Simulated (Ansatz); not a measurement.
# Band structure of SiO$_{2}$

```
Si O
1.0
    -2.37405    2.37405    3.74400
     2.37405   -2.37405    3.74400
     2.37405    2.37405   -3.74400
Si O
2 4
Direct
  0.00000 0.00000 0.00000
  0.75000 0.25000 0.50000
  0.99838 0.62500 0.87338
  0.37500 0.24838 0.37338
  0.75162 0.12500 0.12662
  0.87500 0.00162 0.62662
```

Atom numbers follow the list: Si1, Si2, O3, O4, O5, O6.

The cell is COD entry 9006285, as deposited and not checked against the literature; nothing was relaxed.

The calculation used Ansatz 0.2.0, DFT, PBE, all-electron LAPW, scalar-relativistic.

The runs use a Γ-centred 7×7×7 k mesh, Fermi–Dirac smearing of 0.03 eV, basis error target 1 meV/atom, no spin polarisation.

Points in fractions of the reciprocal vectors of this cell: Γ (0, 0, 0), X (0, 0, 0.5), P (0.25, 0.25, 0.25), N (0, 0.5, 0), M (0.5, 0.5, -0.5), S (0.351, 0.649, -0.351), S0 (-0.351, 0.351, 0.351). The path joins them by straight lines in the order Γ–X–P–N–Γ–M–S–S0–Γ; legs that retrace an earlier one aren't tabulated. Energies are in eV from the top of the valence band.

(1) List the levels at P between -14 and 8 eV.

(2) List the levels at M between -14 and 8 eV.

(3) List the levels at S0 between -14 and 8 eV.

(4) What is the band gap?

Results:

(1) -6.93 (×2), -4.67 (×2), -2.61 (×2), -1.71 (×2), -0.79 (×2), -0.30 (×2).

(2) -6.74 (×2), -4.64 (×2), -2.35 (×2), -1.92 (×2), -1.50 (×2), -0.10 (×2).

(3) -7.20, -6.35, -4.82, -4.57, -2.78, -2.22, -2.13, -1.54, -1.15, -1.02, -0.39, -0.13.

(4) 6.05 eV, direct at Γ.
